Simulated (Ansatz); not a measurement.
**BaZrO₃ in the perovskite structure**

Computed with Ansatz (plane waves, PAW, 420 eV cutoff): PBE, scalar-relativistic, no spin polarisation, 8×8×8 k-mesh, Gaussian smearing of 0.05 eV; PAW files: Ansatz's generated set soft_2.

```xyz
5
Lattice="4.2284 0.0000 0.0000 0.0000 4.2284 0.0000 0.0000 0.0000 4.2284" Properties=species:S:1:pos:R:3 pbc="T T T"
Ba    0.0000    0.0000    0.0000
Zr    2.1142    2.1142    2.1142
O     0.0000    2.1142    2.1142
O     2.1142    2.1142    0.0000
O     2.1142    0.0000    2.1142
```

The start was a prototype's sites filled with these elements; the Crystallography Open Database holds the compound in this structure. The ideal cubic cell shuts out tilts of the octahedra, which such structures often take.

The cell is relaxed to zero pressure at this level.

The cell has space group Pm-3m (read at 0.01 Å). In it the stress is -0.12, -0.12, -0.12, 0.00, 0.00, 0.00 GPa and the largest force component 0.000 eV/Å. Each change below starts from this cell, without further relaxation. Stress is in GPa, positive in compression, in the order xx, yy, zz, yz, xz, xy; energies are counted from the cell above.

Task: What happens when atom 2 (Zr) is moved by 0.08 Å along y?

Result: The energy changes by 23.8 meV per cell, and the force on it along the shift is -0.628 eV/Å (−F/u = 7.85 eV/Å²). Stress: -0.11, 0.81, -0.11, 0.00, 0.00, 0.00.
```tsv
atom	Fx (eV/Å)	Fy	Fz
Ba1	0.000	0.256	0.000
Zr2	0.000	-0.628	0.000
O3	0.000	0.046	0.000
O4	0.000	0.046	0.000
O5	0.000	0.280	0.000
```
In a harmonic crystal the energy would rise by −½F·u = ½ × 7.85 × 0.08² eV = 25.1 meV, close to the run's value; the rest is anharmonic or numerical.

Task: One atom was moved along a Cartesian axis, and these forces appeared. Which atom, and about how far?
```tsv
atom	Fx (eV/Å)	Fy	Fz
Ba1	0.000	-0.152	0.000
Zr2	0.000	0.160	0.000
O3	0.000	-0.033	0.000
O4	0.000	-0.033	0.000
O5	0.000	0.058	0.000
```

Result: Atom 1 (Ba) is moved by 0.05 Å along y; the energy changes by 3.8 meV per cell.

Task: A single strain component, atoms carried along, gave the stress 1.53, 1.53, 6.34, 0.00, 0.00, 0.00. Which component, and about how large?

Result: An engineering strain of -2 % in zz; the energy changes by 28.4 meV per cell.

Task: What stress follows from an engineering strain of 1 % in yz, atoms carried along?

Result: -0.12, -0.12, -0.12, -0.83, 0.00, 0.00 GPa; the energy changes by 2.1 meV per cell. The gap on the mesh goes from 3.18 eV to 3.14 eV.
The change of the stress over the strain gives a clamped-atom stiffness of about 83 GPa for this component.
In a harmonic crystal the energy would rise by V(½Cε² − σ₀ε), with σ₀ the stress of the unstrained cell, = 2.0 meV, close to the run's value; the rest is anharmonic or numerical.

Task: All atoms and the cell are disturbed at random:
```
CELL_PARAMETERS angstrom
4.26473 -0.03986 -0.01629
-0.03986 4.18970 -0.00876
-0.01629 -0.00876 4.23271
ATOMIC_POSITIONS crystal
Ba 0.00607 0.99731 0.00694
Zr 0.50664 0.50372 0.49845
O 0.00516 0.50043 0.50257
O 0.48808 0.49381 0.00127
O 0.49406 0.00472 0.49076
```
Give the energy change, the stress and the forces.

Result: 37.7 meV per cell; stress -1.81, 1.81, -0.43, 0.31, 0.67, 1.56 GPa. The gap on the mesh goes from 3.18 eV to 3.12 eV.
```tsv
atom	Fx (eV/Å)	Fy	Fz
Ba1	0.090	0.111	-0.084
Zr2	-0.083	-0.099	0.147
O3	-0.377	0.089	-0.018
O4	0.216	0.155	-0.132
O5	0.153	-0.256	0.087
```

Task: All atoms and the cell are disturbed at random:
```
CELL_PARAMETERS angstrom
4.25583 -0.04524 0.00394
-0.04524 4.18271 -0.04095
0.00394 -0.04095 4.23772
ATOMIC_POSITIONS crystal
Ba 0.99003 0.98642 0.99708
Zr 0.50608 0.50567 0.53459
O 0.00759 0.51145 0.49377
O 0.48861 0.49131 0.96359
O 0.50770 0.00515 0.51096
```
Give the energy change, the stress and the forces.

Result: 502.7 meV per cell; stress 0.26, 4.69, 14.36, 1.44, -0.09, 1.81 GPa. The gap on the mesh goes from 3.18 eV to 3.20 eV.
| atom | Fx (eV/Å) | Fy | Fz |
| --- | --- | --- | --- |
| Ba1 | 0.288 | 0.308 | 0.382 |
| Zr2 | -0.162 | -0.207 | -3.842 |
| O3 | -0.342 | -0.002 | -0.214 |
| O4 | 0.114 | 0.119 | 4.143 |
| O5 | 0.103 | -0.219 | -0.469 |

Kohn–Sham gaps of semilocal functionals lie under measured ones, often by a third or more. Spin–orbit coupling, which matters for such heavy elements, is left out.
